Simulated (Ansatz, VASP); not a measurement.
In: VASP beside Ansatz

```xyz
2
Lattice="1.7195 -2.8233 0.0000 1.7195 2.8233 0.0000 0.0000 0.0000 5.7136" Properties=species:S:1:pos:R:3 pbc="T T T"
In    1.7195    0.8904    1.4284
In    1.7195   -0.8904    4.2852
```

Alike in both runs: functional PBE; k mesh 6 × 6 × 4; occupations gaussian, width 0.1 eV; no spin polarisation.

Ansatz relaxed the structure, and its values are those at the end. VASP's run is a single point on that final structure, the one shown.

```csv
,VASP,Ansatz
version,VASP 6.6.1,Ansatz 0.2.0
potentials or method,"VASP PAW PBE potentials, release 64 (In_d)","scalar-relativistic, plane waves, PAW"
plane-wave cutoff (eV),520,420
valence electrons in the cell,26,26
```

Ansatz gave:

```
gap on the k mesh at the Fermi level (eV) : none
pressure (GPa)                            : -0.2
rms of the force components (eV/Å)        : 0.005
```

Task: What did VASP give for the same quantities?

Result: gap on the k mesh at the Fermi level (eV): none; pressure (GPa): -0.3; rms of the force components (eV/Å): 0.005.

A gap of «none» marks a metal or a gap that the smearing closes.
